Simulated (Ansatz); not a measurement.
# SiMo$_{3}$: generalised stacking fault

Theory: DFT PBE, scalar-relativistic, plane waves, PAW in Ansatz 0.2.0. The runs took a 420 eV cutoff, a Γ-centred 8×8×4 mesh and Gaussian smearing (0.15 eV). No spin polarisation. Energies are free energies at this smearing, counted from the undisturbed cell; pressure is positive in compression.

Reference structure (relaxed at this level; it needn't be the usual structure):

```
Si Mo
1.0
     0.00000   -4.90645    0.00000
     0.00000    0.00000   -4.90645
     9.81291    0.00000    0.00000
Si Mo
4 12
Direct
  0.00000 0.00000 0.43750
  0.00000 0.00000 0.93750
  0.50000 0.50000 0.18750
  0.50000 0.50000 0.68750
  0.00000 0.50000 0.06250
  0.00000 0.50000 0.56250
  0.25000 0.00000 0.18750
  0.25000 0.00000 0.68750
  0.00000 0.50000 0.31250
  0.00000 0.50000 0.81250
  0.75000 0.00000 0.18750
  0.75000 0.00000 0.68750
  0.50000 0.25000 0.93750
  0.50000 0.25000 0.43750
  0.50000 0.75000 0.93750
  0.50000 0.75000 0.43750
```

The cut lies on the cell's a–b face, a (1 0 0) plane (indices in the standard cell, whose axes needn't be the Cartesian ones shown) of area 24.07 Å², between layers 1.23 Å apart. Vector c is tilted by f times 0·a + 1·b (length 4.906 Å) with the atoms' Cartesian places fixed: one unrelaxed fault a cell. The cell is metallic on the mesh throughout.

```tsv
f	γ (mJ/m²)
0.0000	0
0.1000	782
0.2000	3635
0.3000	9963
```

Task: Predict the shear traction, the slope of γ along the slip (GPa) at each point.

Result:
```csv
f,"shear traction, the slope of γ along the slip (GPa)"
0.0000,0.0
0.1000,33.6
0.2000,87.9
0.3000,178.2
```

Cost: 4 runs of about 13 core-minutes in all, on Oxide Virtual Turin-like Processor (Zen 5) (shared hosts).